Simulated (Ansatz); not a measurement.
# GaN (F-43m) in Ansatz: notebook

Runs on GaN. Level: PBEsol. Tasks: band structure.

Everything below comes from runs of Ansatz 0.2.0. Logs are shortened: lines on timing, memory, paths and dates and some standing lists are left out, and cuts for length are marked.

**The experiment to reproduce.**

From a printed reference work, textbook, for a bulk crystal of GaN at 0 K: band gap 3.299 eV (direct).

The runs below are set against these values where they give the same quantity.

## Step 1: The structure

Symmetry: F-43m, No. 216, cubic system. Conventional cell: a = 4.507 Å, b = 4.507 Å, c = 4.507 Å, α = 90.00°, β = 90.00°, γ = 90.00°. Around Ga (site symmetry -43m) lie 4 N at 1.95 Å. N (site symmetry -43m) is surrounded by 4 Ga at 1.95 Å.

The cell is a database's computed one.

## Step 2: Band structure, PBEsol

File input.yaml:

```yaml
crystal:
  lattice:
    - [0.0, 2.2535006075, 2.2535006075]
    - [2.2535006075, 0.0, 2.2535006075]
    - [2.2535006075, 2.2535006075, 0.0]
  atoms:
    - { symbol: Ga, position: [0.0, 0.0, 0.0] }
    - { symbol: "N", position: [0.25, 0.25, 0.25] }
kpoints:
  mp_grid: { grid: [10, 10, 10] }
  band_path:
    path:
      - [0.0, 0.0, 0.0]
      - [0.5, 0.0, 0.5]
      - [0.5, 0.25, 0.75]
      - [0.375, 0.375, 0.75]
      - [0.0, 0.0, 0.0]
      - [0.5, 0.5, 0.5]
      - [0.625, 0.25, 0.625]
      - [0.5, 0.25, 0.75]
    npoints: 8
scf:
  occupations: { method: fermi_dirac, width: 0.05 }
hamiltonian:
  xc: pbesol
  pseudopotentials: { kind: all_electron, lapw: { basis_error: 0.001 } }
output:
  forces: true
  stress: true
  eigenvalues: true
```

Potentials or basis: all-electron LAPW, scalar-relativistic.

Run with:

```bash
ansatz run input.yaml --threads 1 --pin off --max-ram 3072MiB --backend cpu --events-out ev --progress --plain --runs-dir out
```

Log:

```text
Warning: RAYON_NUM_THREADS=1 ignored (pool sized by the plan → 1); use --threads N
LAPW: plane waves up to 10.517 Å⁻¹, error target 1.0e-3 eV per atom; small_component_spin mean_spin; N in spheres of 0.857 Å, 7 of its electrons in bands, Dirac shells []; Ga in spheres of 1.095 Å, 21 of its electrons in bands, Dirac shells [] (how accurate: hamiltonian.pseudopotentials.lapw.basis_error, Limitations)
Engine: ansatz 0.2.0, aarch64-unknown-linux-gnu
Pseudopotentials: kind: all_electron
Pseudopotential: Ga, LAPW, valence charge 21, lapw/all_electron/scalar/gaussian/Ga, Koelling and Harmon's equation, gaussian nucleus
Pseudopotential: N, LAPW, valence charge 7, lapw/all_electron/scalar/gaussian/N, Koelling and Harmon's equation, gaussian nucleus
Functional definition: PBEsol
  exchange = pbesol_x
  correlation = pbesol_c
Crystal: 2 atoms, lattice volume = 22.888 Å³
Basis set: ecut = 421.3844591175201 eV, 459 PW (Γ), exchange–correlation at level 2
Bands: 18, of which v1, the nominal top of the filled ones, is band 14 counted from 1 (13 counted from 0)
Symmetry: 24 space group operations
Space group: F-43m (ITA 216), of the structure as read, at distance tolerance 2.8e-5 Å
k-points: 47 of 1000 (time reversal used)
Non-local potential: Ga, projectors of the file, none
Non-local potential: N, projectors of the file, none
Initial density: superposition of atomic densities (chi_scale 0.1, normalization cell, long waves kept (reshape's long-wave potential 0.00 eV rms))
Initial wavefunctions: plane waves of lowest kinetic energy (no species holds an atomic orbital)
Functional: x = pbesol(κ = 0.804, μ = 0.12345679012345678), c = pbesol(β = 0.046)
iter 1 solved again at ethr=1.75e-2 eV; its pass at ethr=1.00e-1 eV (dr2=4.91e0 eV) is discarded
SCF iter   1: F=—  HF=-54347.699567 eV  |F-HF|=—  |Δ(HF+E_count)|=         —  Δρ=1.31e-1  dr2=4.91e0  ethr=1.75e-2  ⟨swp⟩=2.0  Hψ=5525  notcnv=0
preconditioner: auto → none  [insulator: Δε(μ)=3.106 eV  Ē_g=18.232 eV  σ=0.050 eV  W_gap=1.00  n_scr=14 (ndim 8)  ℏωp=32.9 eV  f_vac=0.000  D(μ)=0.00/eV (n_scr^D=0)  ε∞_Penn≈4.3]
SCF iter   2: F=—  HF=-54346.293788 eV  |F-HF|=—  |Δ(HF+E_count)|=    1.41e0  Δρ=5.70e-2  dr2=6.33e-1  ethr=1.75e-2  ⟨swp⟩=3.0  Hψ=2677  notcnv=0
iter 3 solved again at ethr=1.32e-4 eV; its pass at ethr=2.26e-3 eV (dr2=3.69e-2 eV) is discarded
SCF iter   3: F=—  HF=-54345.829707 eV  |F-HF|=—  |Δ(HF+E_count)|=   4.64e-1  Δρ=1.45e-2  dr2=3.69e-2  ethr=1.32e-4  ⟨swp⟩=2.0  Hψ=4430  notcnv=0
SCF iter   4: F=—  HF=-54345.823870 eV  |F-HF|=—  |Δ(HF+E_count)|=         —  Δρ=2.40e-3  dr2=1.37e-3  ethr=1.32e-4  ⟨swp⟩=2.0  Hψ=2511  notcnv=0
the basis was enlarged: its passes take 156.4 KiB over the memory plan, 1 of 1 planned eigensolver slots
SCF iter   5: F=—  HF=-54345.818861 eV  |F-HF|=—  |Δ(HF+E_count)|=   5.01e-3  Δρ=3.87e-4  dr2=3.35e-5  ethr=4.91e-6  ⟨swp⟩=3.0  Hψ=2439  notcnv=0
SCF iter   6: F=—  HF=-54345.818794 eV  |F-HF|=—  |Δ(HF+E_count)|=   6.66e-5  Δρ=1.90e-4  dr2=3.12e-6  ethr=1.19e-7  ⟨swp⟩=3.0  Hψ=2421  notcnv=0
SCF iter   7: F=—  HF=-54345.818795 eV  |F-HF|=—  |Δ(HF+E_count)|=   1.07e-6  Δρ=2.92e-5  dr2=8.32e-8  ethr=1.11e-8  ⟨swp⟩=2.3  Hψ=2366  notcnv=0
SCF iter   8: F=-54345.818795 eV  HF=-54345.818795 eV  |F-HF|=5.53e-10  |Δ(HF+E_count)|=   4.47e-8  Δρ=2.14e-6  dr2=5.78e-10  ethr=2.97e-10  ⟨swp⟩=2.9  Hψ=2424  notcnv=0
SCF 1 converged in 8 iterations: F = -54345.818795 eV  dr2 = 5.78e-10
NSCF: frozen V_eff on 57 k-points
SCF converged after 8 iterations
Free energy (F): -54345.818795 eV
Harris-Foulkes:  -54345.818795 eV  (|F-HF|=5.53e-10)
Internal energy: -54345.818795 eV  (E = F + TS)
E sigma→0 (E₀):  -54345.818795 eV
Fermi energy:    12.150260 eV
--- Per-component energies (eV) ---
  E_band       = -1449.985381
  E_kinetic    = 55374.366424
  E_xc         = -2202.283073
  E_electrostatic = -107517.902147  (all electrons and nuclei)
  E_smearing   = -0.000000  (= −TS)
  E_closure    = 0.000000  (closes the sum)
  E_atoms      = -54332.698276  (free atoms, spherical and without spin; not in F)
  Σ components = -54345.818795   (vs F -54345.818795, Δ=0.00e0)
  Basis errors (estimates in eV, not in F): energy 4.4e-4 per atom: plane waves 4.0e-4 (2.4e-4 summed), levels above the bands 5.0e-101, relativity 2.3e-8, radial functions 4.0e-5, core shells 2.8e-10; eigenvalues (radial functions only) 1.0e-5; not estimated: angular momenta, meshes, grids; target (lapw.basis_error) 1.0e-3; muffin-tin radii N 0.857 Å, Ga 1.095 Å
--- Forces (eV/Å), atoms counted from 1 ---
  atom   1  Ga    -0.00000000     0.00000000     0.00000000
  atom   2  N      0.00000000    -0.00000000     0.00000000
  max |Σ_I F_I| component: 4.63e-17 eV/Å
--- Stress (GPa, compression-positive) ---
       -1.118059       0.000000      -0.000000
        0.000000      -1.118059       0.000000
       -0.000000       0.000000      -1.118059
  P = ⅓ Tr σ = -1.1181 GPa (-11.181 kbar)
--- Band table (eV; the first three rows and the last of 47) ---
  k-point 0: bands = ["-362.3617", "-130.3975", "-81.3116", "-81.3116", "-81.3116", "-4.6579", "-2.2155", "-2.2155", "-2.2155", "-1.8957", "-1.8957", "11.2661", "11.2661", "11.2661", "12.9462", "21.4729", "21.4729", "21.4729"]
  k-point 1: bands = ["-362.3617", "-130.3975", "-81.3117", "-81.3116", "-81.3116", "-4.5466", "-2.2019", "-2.2019", "-2.1766", "-1.8970", "-1.8970", "10.1552", "11.1583", "11.1583", "13.8090", "20.9695", "21.6379", "21.6379"]
  k-point 2: bands = ["-362.3617", "-130.3975", "-81.3121", "-81.3117", "-81.3117", "-4.2671", "-2.1703", "-2.1703", "-2.0120", "-1.8958", "-1.8958", "8.3344", "10.8933", "10.8933", "14.8805", "20.1893", "21.9015", "21.9015"]
  k-point 46: bands = ["-362.3617", "-130.3974", "-81.3127", "-81.3125", "-81.3122", "-3.5820", "-2.0762", "-2.0304", "-1.8983", "-1.8686", "0.0909", "5.4685", "7.6287", "7.6535", "16.9864", "19.4212", "21.8986", "22.2871"]
```

Wall time 23 s (1 thread of Arm Neoverse V1, shared host); peak memory 0.29 GiB.

What came out:

```yaml
Free_energy: -54345.8188 eV
Pressure: -1.1 GPa
Band_gap_on_the_k_mesh: 1.68 eV, direct
Band_gap_along_the_path: 1.68 eV, direct
```

Levels at the corners of the path, in eV from the valence-band top:
| point | band 12 | band 13 | band 14 | band 15 | band 16 | band 17 |
| --- | --- | --- | --- | --- | --- | --- |
| Γ | 0.00 | 0.00 | 0.00 | 1.68 | 10.21 | 10.21 |
| X | -6.18 | -2.73 | -2.73 | 3.22 | 6.56 | 11.57 |
| W | -5.74 | -3.74 | -3.69 | 6.11 | 8.36 | 10.18 |
| K | -5.91 | -4.31 | -2.19 | 4.87 | 7.81 | 10.93 |
| Γ | 0.00 | 0.00 | 0.00 | 1.68 | 10.21 | 10.21 |
| L | -7.11 | -0.98 | -0.98 | 4.56 | 8.63 | 10.25 |
| U | -5.91 | -4.31 | -2.19 | 4.87 | 7.81 | 10.93 |
| W | -5.74 | -3.74 | -3.69 | 6.11 | 8.36 | 10.18 |

## Step 3: Band structure, PBEsol

Changes to input.yaml since step 2:

```diff
@@ -25,3 +25,6 @@
   xc: pbesol
-  pseudopotentials: { kind: all_electron, lapw: { basis_error: 0.001 } }
+  pseudopotentials:
+    kind: all_electron
+    lapw: { basis_error: 0.001 }
+    relativity: none
 output:
```

Potentials or basis: all-electron LAPW, non-relativistic.

Run with:

```bash
ansatz run input.yaml --threads 1 --pin off --max-ram 3072MiB --backend cpu --events-out ev --progress --plain --runs-dir out
```

Log:

```text
Warning: RAYON_NUM_THREADS=1 ignored (pool sized by the plan → 1); use --threads N
LAPW: plane waves up to 10.517 Å⁻¹, error target 1.0e-3 eV per atom; N in spheres of 0.857 Å, 7 of its electrons in bands, Dirac shells []; Ga in spheres of 1.095 Å, 21 of its electrons in bands, Dirac shells [] (how accurate: hamiltonian.pseudopotentials.lapw.basis_error, Limitations)
Engine: ansatz 0.2.0, aarch64-unknown-linux-gnu
Pseudopotentials: kind: all_electron
Pseudopotential: Ga, LAPW, valence charge 21, lapw/all_electron/none/Ga, Schrödinger's equation, point nucleus
Pseudopotential: N, LAPW, valence charge 7, lapw/all_electron/none/N, Schrödinger's equation, point nucleus
Functional definition: PBEsol
  exchange = pbesol_x
  correlation = pbesol_c
Crystal: 2 atoms, lattice volume = 22.888 Å³
[... 38 lines left out ...]
  Basis errors (estimates in eV, not in F): energy 4.4e-4 per atom: plane waves 4.0e-4 (2.4e-4 summed), levels above the bands 1.3e-99, relativity 0.0e0, radial functions 4.1e-5, core shells 2.9e-10; eigenvalues (radial functions only) 1.1e-5; not estimated: angular momenta, meshes, grids; target (lapw.basis_error) 1.0e-3; muffin-tin radii N 0.857 Å, Ga 1.095 Å
--- Forces (eV/Å), atoms counted from 1 ---
  atom   1  Ga    -0.00000000     0.00000000     0.00000000
  atom   2  N      0.00000000    -0.00000000    -0.00000000
  max |Σ_I F_I| component: 4.16e-17 eV/Å
--- Stress (GPa, compression-positive) ---
        0.360743       0.000000       0.000000
        0.000000       0.360743       0.000000
        0.000000       0.000000       0.360743
  P = ⅓ Tr σ = 0.3607 GPa (3.607 kbar)
--- Band table (eV; the first three rows and the last of 47) ---
  k-point 0: bands = ["-361.9309", "-125.4531", "-80.0578", "-80.0578", "-80.0578", "-4.4797", "-2.6437", "-2.6437", "-2.6437", "-2.3463", "-2.3463", "11.3258", "11.3258", "11.3258", "13.1852", "21.6161", "21.6161", "21.6161"]
  k-point 1: bands = ["-361.9309", "-125.4531", "-80.0579", "-80.0578", "-80.0578", "-4.3826", "-2.6309", "-2.6309", "-2.5912", "-2.3475", "-2.3475", "10.2545", "11.2199", "11.2199", "14.0126", "21.1505", "21.7801", "21.7801"]
  k-point 2: bands = ["-361.9309", "-125.4531", "-80.0583", "-80.0579", "-80.0579", "-4.1586", "-2.6012", "-2.6012", "-2.3743", "-2.3463", "-2.3463", "8.4511", "10.9601", "10.9601", "15.0901", "20.3919", "22.0335", "22.0335"]
  k-point 46: bands = ["-361.9309", "-125.4530", "-80.0590", "-80.0588", "-80.0585", "-3.7583", "-2.5092", "-2.4726", "-2.3476", "-2.3198", "-0.0656", "5.7495", "7.6969", "7.7418", "17.0078", "19.8173", "22.0011", "22.3360"]
```

bands.tsv:

```text
# k_distance	band_0	band_1	band_2	band_3	band_4	band_5	band_6	band_7	band_8	band_9	band_10	band_11	band_12	band_13	band_14	band_15	band_16	band_17
# fermi_ev = 12.300292
[... 17 lines left out ...]
0.871309	-374.231217	-137.753340	-92.359158	-92.358536	-92.358536	-16.141024	-14.801634	-14.754798	-14.754798	-14.596002	-13.830211	-5.249626	-2.947812	-2.947812	3.313085	6.299910	9.979131	11.673311
[... 49 lines left out ...]
6.554991	-374.231217	-137.753297	-92.359263	-92.359125	-92.358741	-16.057857	-14.804953	-14.781675	-14.641337	-14.631414	-12.346895	-6.495926	-4.815582	-4.500444	5.058156	7.694438	9.269094	9.991324
6.616602	-374.231217	-137.753297	-92.359249	-92.359138	-92.358745	-16.057487	-14.803114	-14.783940	-14.638172	-14.634434	-12.340296	-6.485200	-4.717429	-4.638025	5.097402	7.737415	9.249726	9.925690
```

It took 21 s on 1 thread of Arm Neoverse V1, shared host; peak memory 0.29 GiB.

What came out:

```
Free energy             : -53819.3097 eV
Pressure                : 0.4 GPa
Band gap on the k mesh  : 1.86 eV, direct
Band gap along the path : 1.86 eV, direct
```

Levels at the corners of the path, in eV from the valence-band top:
```csv
point,band 10,band 11,band 12,band 13,band 14,band 15,band 16,band 17,band 18
Γ,-13.67,-13.67,0.00,0.00,0.00,1.86,10.29,10.29,10.29
X,-13.60,-11.64,-6.00,-2.70,-2.70,3.18,6.84,11.62,13.92
W,-13.66,-11.37,-5.51,-3.74,-3.66,6.07,8.71,10.22,10.90
K,-13.63,-11.49,-5.71,-4.30,-2.17,4.87,8.07,10.98,12.78
Γ,-13.67,-13.67,0.00,0.00,0.00,1.86,10.29,10.29,10.29
L,-13.63,-12.13,-6.98,-0.96,-0.96,4.82,8.63,10.27,10.27
U,-13.63,-11.49,-5.71,-4.30,-2.17,4.87,8.07,10.98,12.78
W,-13.66,-11.37,-5.51,-3.74,-3.66,6.07,8.71,10.22,10.90
```

Caveat: relativity is left out, which matters for the heavier elements.

## Step 4: Band structure, PBEsol

Changes to input.yaml since step 3:

```diff
@@ -25,6 +25,3 @@
   xc: pbesol
-  pseudopotentials:
-    kind: all_electron
-    lapw: { basis_error: 0.001 }
-    relativity: none
+  pseudopotentials: { kind: all_electron, datasets: crystal }
 output:
```

Potentials or basis: all-electron PAW datasets made for the crystal.

Run with:

```bash
ansatz run input.yaml --threads 1 --pin off --max-ram 3072MiB --backend cpu --events-out ev --progress --plain --runs-dir out
```

Wall time 19 s (1 thread of Arm Neoverse V1, shared host); peak memory 0.48 GiB.

Results (log left out):

```
Free energy             : -54345.8195 eV
Pressure                : -1.1 GPa
Band gap on the k mesh  : 1.68 eV, direct
Band gap along the path : 1.68 eV, direct
```

Levels at the corners of the path, in eV from the valence-band top:
```tsv
point	band 5	band 6	band 7	band 8	band 9	band 10	band 11	band 12	band 13
Γ	-13.16	-13.16	0.00	0.00	0.00	1.68	10.21	10.21	10.21
X	-13.08	-11.44	-6.18	-2.73	-2.73	3.22	6.56	11.57	13.87
W	-13.15	-11.15	-5.74	-3.74	-3.69	6.11	8.36	10.18	10.93
K	-13.12	-11.27	-5.91	-4.31	-2.19	4.87	7.81	10.93	12.74
Γ	-13.16	-13.16	0.00	0.00	0.00	1.68	10.21	10.21	10.21
L	-13.11	-11.88	-7.11	-0.98	-0.98	4.56	8.63	10.25	10.25
U	-13.12	-11.27	-5.91	-4.31	-2.19	4.87	7.81	10.93	12.74
W	-13.15	-11.15	-5.74	-3.74	-3.69	6.11	8.36	10.18	10.93
```

## Step 5: Band structure, PBEsol

Changes to input.yaml since step 4:

```diff
@@ -25,3 +25,6 @@
   xc: pbesol
-  pseudopotentials: { kind: all_electron, datasets: crystal }
+  pseudopotentials:
+    kind: all_electron
+    lapw: { basis_error: 0.001 }
+    dirac_shells: { Ga: ["3p"] }
 output:
```

Potentials or basis: all-electron LAPW, inner shells corrected to Dirac's equation.

Run with:

```bash
ansatz run input.yaml --threads 1 --pin off --max-ram 3072MiB --backend cpu --events-out ev --progress --plain --runs-dir out
```

Run time: 24 s. Hardware: 1 thread of Arm Neoverse V1, shared host; peak memory 0.29 GiB.

It converged, with:

```
Free energy             : -54348.0101 eV
Pressure                : -1.1 GPa
Band gap on the k mesh  : 1.68 eV, direct
Band gap along the path : 1.68 eV, direct
```

Levels at the corners of the path, in eV from the valence-band top:
```csv
point,band 12,band 13,band 14,band 15,band 16,band 17
Γ,0.00,0.00,0.00,1.68,10.21,10.21
X,-6.18,-2.73,-2.73,3.22,6.56,11.57
W,-5.74,-3.74,-3.69,6.11,8.36,10.18
K,-5.91,-4.31,-2.19,4.87,7.81,10.93
Γ,0.00,0.00,0.00,1.68,10.21,10.21
L,-7.11,-0.98,-0.98,4.56,8.63,10.25
U,-5.91,-4.31,-2.19,4.87,7.81,10.93
W,-5.74,-3.74,-3.69,6.11,8.36,10.18
```

## Step 6: Overview

| potentials or basis | cutoff (eV) | basis error allowed | gap on the mesh (eV) | pressure (GPa) |
| --- | --- | --- | --- | --- |
| all-electron LAPW, scalar-relativistic | 421 | 0.001 eV/atom | 1.68 | -1.1 |
| all-electron LAPW, non-relativistic | 421 | 0.001 eV/atom | 1.86 | 0.4 |
| all-electron PAW datasets made for the crystal | 440 | - | 1.68 | -1.1 |
| all-electron LAPW, inner shells corrected to Dirac's equation | 421 | 0.001 eV/atom | 1.68 | -1.1 |

Alike in all rows: task band structure; level PBEsol; no spin polarisation; cell as given; k mesh 10 × 10 × 10; smearing fermi-dirac 0.05 eV.

Caveats: relativity is left out, which matters for the heavier elements (some runs).

Compare energies only between runs with the same functional and basis.

## Step 7: How close it comes

Step 2. A measured gap of GaN is 3.299 eV (direct; 0 K; a printed reference work, textbook); the calculated 1.68 eV misses it by -1.62 eV. Spin-orbit coupling on Ga is left out. The value is that of PBEsol, without temperature or zero-point motion. Semilocal functionals fall short of measured gaps as a rule. The cell is a database's relaxed one, not the measured one, which moves gaps too.

Step 3. A measured gap of GaN is 3.299 eV (direct; 0 K; a printed reference work, textbook); the calculated 1.86 eV misses it by -1.44 eV. Spin-orbit coupling on Ga is left out. The value is that of PBEsol, without temperature or zero-point motion. Semilocal functionals fall short of measured gaps as a rule. The cell is a database's relaxed one, not the measured one, which moves gaps too.

Step 4. Measured gap of GaN: 3.299 eV (direct; 0 K; a printed reference work, textbook). This calculation gives 1.68 eV (-1.62 eV). Spin-orbit coupling on Ga is left out. The value is that of PBEsol, without temperature or zero-point motion. Semilocal functionals fall short of measured gaps as a rule. The cell is a database's relaxed one, not the measured one, which moves gaps too.

Step 5. Against the measured gap of GaN, 3.299 eV (direct; 0 K; a printed reference work, textbook), the calculated 1.68 eV is off by -1.62 eV. Spin-orbit coupling on Ga is left out. The value is that of PBEsol, without temperature or zero-point motion. Semilocal functionals fall short of measured gaps as a rule. The cell is a database's relaxed one, not the measured one, which moves gaps too.
